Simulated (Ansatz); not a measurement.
TiB2, DFT, PBE, all-electron LAPW, scalar-relativistic (Ansatz 0.2.0), run on 1 thread of Intel(R) Xeon(R) Platinum 8488C (Sapphire Rapids) on a shared host.

The cell is COD entry 2002799, as deposited and not checked against the literature; nothing was relaxed. The listed cell was then made from it by scaling, straining or moving an atom.

Command: `ansatz run input.yaml --threads 1 --pin off --max-ram 6144MiB --backend cpu --events-out ev --progress --plain --runs-dir out`

```yaml
crystal:
  lattice:
    - [3.0291982016, -0.030291982, -0.030291982]
    - [-1.5408327268, 2.6385085867, -0.011087635]
    - [-0.032284, -0.032284, 3.2284]
  atoms:
    - { symbol: Ti, position: [0.0, 0.0, 0.0] }
    - { symbol: B, position: [0.3333333333, 0.6666666667, 0.5] }
    - { symbol: B, position: [0.6666666667, 0.3333333333, 0.5] }
kpoints:
  mp_grid: { grid: [15, 15, 13] }
  band_path:
    path:
      - [0.0, 0.0, 0.0]
      - [0.0, 0.0, 0.5]
      - [-0.5, 0.5, 0.0]
      - [0.0, 0.0, 0.0]
      - [0.0, -0.5, 0.0]
      - [-0.5, 0.0, 0.5]
      - [0.0, 0.0, 0.0]
      - [-0.5, 0.0, 0.0]
      - [0.0, -0.5, 0.5]
    npoints: 5
scf:
  occupations: { method: fermi_dirac, width: 0.08 }
hamiltonian:
  xc: pbe
  pseudopotentials: { kind: all_electron, lapw: { basis_error: 0.001 } }
output:
  forces: true
  stress: true
  eigenvalues: true
```

Q: How large is the problem that the program sets up?

A: 1463 irreducible k-points, 335 plane waves at Γ, 18 bands.

Q: About how long does it take, and how much memory does it use?

A: 2.8 min of wall time for 7 SCF iterations, with a peak of 2.5 GiB. Times on shared machines scatter by tens of per cent.
